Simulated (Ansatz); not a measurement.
Na: one input, then a changed one

The cell comes from COD entry 9011000, which wasn't checked; take it as a given geometry. The listed cell was then made from it by scaling, straining or moving an atom.

First run: DFT, PBE, all-electron LAPW, scalar-relativistic (Ansatz 0.2.0).

Command: `ansatz run input.yaml --threads 1 --pin off --max-ram 2048MiB --backend cpu --events-out ev --progress --plain --runs-dir out` The run took 6.6 s on 1 thread of Arm Neoverse V1, with other jobs on the host.

```yaml
crystal:
  lattice:
    - [3.6901008715, 0.0, 0.0]
    - [-1.8450504358, 3.1957210973, 0.0]
    - [0.0, 0.0, 6.028372913]
  atoms:
    - { symbol: Na, position: [0.3333333333, 0.6666666667, 0.25] }
    - { symbol: Na, position: [0.6666666667, 0.3333333333, 0.75] }
kpoints:
  mp_grid: { grid: [10, 10, 6] }
scf:
  occupations: { method: fermi_dirac, width: 0.05 }
hamiltonian:
  xc: pbe
  pseudopotentials: { kind: all_electron, lapw: { basis_error: 0.001 } }
output:
  forces: true
  stress: true
relax:
  f_tol: 0.005
  max_steps: 80
  cell: {}
```

Result: converged; relaxed volume 37.054 Å³/atom; 14 SCF iterations in all.

The input is then changed:

```diff
@@ -8,7 +8,7 @@
     - { symbol: Na, position: [0.6666666667, 0.3333333333, 0.75] }
 kpoints:
-  mp_grid: { grid: [10, 10, 6] }
+  mp_grid: { grid: [10, 10, 6], shift: [0.5, 0.5, 0.5] }
 scf:
-  occupations: { method: fermi_dirac, width: 0.05 }
+  occupations: { method: tetrahedron_uncorrected }
 hamiltonian:
   xc: pbe
```

What does the second run give?

It converged; energy at zero smearing +47.3 meV/atom from the first run; relaxed volume 37.649 Å³/atom; 26 SCF iterations in all.

The results part of its log:

```
basis re-selected at this cell: Δ(F+E_penalty+E_count) = -4.049e-7 eV, ΔP = -0.000 GPa vs the last step (what re-selecting the basis moved, after the strain that the cell walked since its last selection, with what the two solves' SCF thresholds leave and, on support functions, any second-order correction that the steps lacked; it is no measure of the basis error at this ecutwfc). This SCF's stress stands 3.58e-2 GPa from its target on what of the cell is left free (relax.cell.stress_tol is 5.00e-2 GPa) and its largest allowed force component is 1.63e-5 eV/Å (relax.f_tol is 5.00e-3 eV/Å): within both
SCF converged after 2 iterations
Free energy (F): -8840.056425 eV
Harris-Foulkes:  -8840.056425 eV  (|F-HF|=9.58e-9)
Internal energy: -8840.056425 eV  (E = F + TS)
E sigma→0 (E₀):  -8840.056425 eV
Fermi energy:    1.547478 eV
--- Per-component energies (eV) ---
  E_band       = -486.100659
  E_kinetic    = 8845.915513
  E_xc         = -781.345901
  E_electrostatic = -16904.626037  (all electrons and nuclei)
  E_smearing   = -0.000000  (= −TS)
  E_closure    = 0.000000  (closes the sum)
  E_atoms      = -8837.540736  (free atoms, spherical and without spin; not in F)
  Σ components = -8840.056425   (vs F -8840.056425, Δ=0.00e0)
  Basis errors (estimates in eV, not in F): energy 2.3e-4 per atom: plane waves 2.3e-4 (1.2e-4 summed), levels above the bands 0.0e0, relativity 1.6e-8, radial functions 2.0e-6, core shells 1.5e-13; eigenvalues (radial functions only) 1.9e-6; not estimated: angular momenta, meshes, grids; target (lapw.basis_error) 1.0e-3; muffin-tin radii Na 1.824 Å
--- Forces (eV/Å), atoms counted from 1 ---
  atom   1  Na    -0.00001627     0.00000939     0.00000000
  atom   2  Na     0.00001627    -0.00000939     0.00000000
  max |Σ_I F_I| component: 0.00e0 eV/Å
--- Stress (GPa, compression-positive) ---
       -0.026037       0.016909       0.000000
        0.016909      -0.006512       0.000000
        0.000000       0.000000       0.021111
  P = ⅓ Tr σ = -0.0038 GPa (-0.038 kbar)
--- Band table (eV; the first three rows and the last of 90) ---
  k-point 0: bands = ["-51.4790", "-51.4772", "-23.4194", "-23.3920", "-23.3899", "-23.3870", "-23.3856", "-23.3850", "-1.5795", "1.8409", "3.2458", "9.5610", "9.9432"]
  k-point 1: bands = ["-51.4788", "-51.4775", "-23.4152", "-23.3918", "-23.3911", "-23.3892", "-23.3862", "-23.3857", "-1.3435", "0.7341", "4.7516", "9.7163", "10.1139"]
  k-point 2: bands = ["-51.4784", "-51.4779", "-23.4078", "-23.3993", "-23.3895", "-23.3882", "-23.3876", "-23.3868", "-0.8747", "-0.1792", "6.4611", "8.3386", "10.1398"]
  k-point 89: bands = ["-51.4773", "-51.4771", "-23.4164", "-23.4143", "-23.3963", "-23.3949", "-23.3932", "-23.3925", "1.8717", "2.4998", "3.3396", "3.9576", "8.5256"]
--- Relaxed structure (7 steps of the walk, 7 accepted, 1 SCFs on fresh bases) ---
  F+E_penalty+E_count = -8840.05642487 eV   max|allowed force component| = 1.627e-5 eV/Å   (the final SCF, on the basis selected at the relaxed cell)
  cell:  # Å, volume = 75.2981 Å³
    - [3.7757312171491124, 0.035673021338850204, 1.1365682863495696e-33]
    - [-1.8569718659168069, 3.2877156625534414, -3.874036362559456e-33]
    - [1.8567669854893843e-33, -6.235934404096421e-33, 6.033608281501526]
  atoms:
    - { symbol: Na, position: [0.3280603411508058, 0.671939658849194, 0.24999999999999994] }
    - { symbol: Na, position: [0.6719396588491942, 0.32806034115080585, 0.7499999999999999] }
```
